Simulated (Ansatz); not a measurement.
BaZrO3:

```
Ba Zr O
1.0
     4.19134    0.00000    0.00000
     0.00000    4.19134    0.00000
     0.00000    0.00000    4.19134
Ba Zr O
1 1 3
Cartesian
  0.0000 0.0000 0.0000
  2.0957 2.0957 2.0957
  2.0957 2.0957 0.0000
  2.0957 0.0000 2.0957
  0.0000 2.0957 2.0957
```

Base run:

| Item | Value |
| --- | --- |
| Program | Ansatz 0.2.0 |
| Functional | BLYP |
| Potentials or basis | Ansatz PAW |
| Cutoff | 420 eV (not typed: the program's choice for these potentials) |
| k mesh | 6 × 6 × 6 |
| Occupations | fermi-dirac, width 0.05 eV |
| Spin | no spin polarisation |

Its results: band gap on the k mesh 3.33 eV, indirect (least direct gap 3.53 eV); pressure 8.9 GPa.

The run is repeated on the same cell with these changes: functional from BLYP to revPBE. What comes out?

Band gap on the k mesh 3.27 eV, indirect (least direct gap 3.47 eV); pressure 6.7 GPa.

Caveats: spin-orbit coupling is left out, which moves the levels of the heavy elements; the PAW data sets come from PBE, with cores solved anew for the run's functional, which leaves a small shift of forces and pressure.
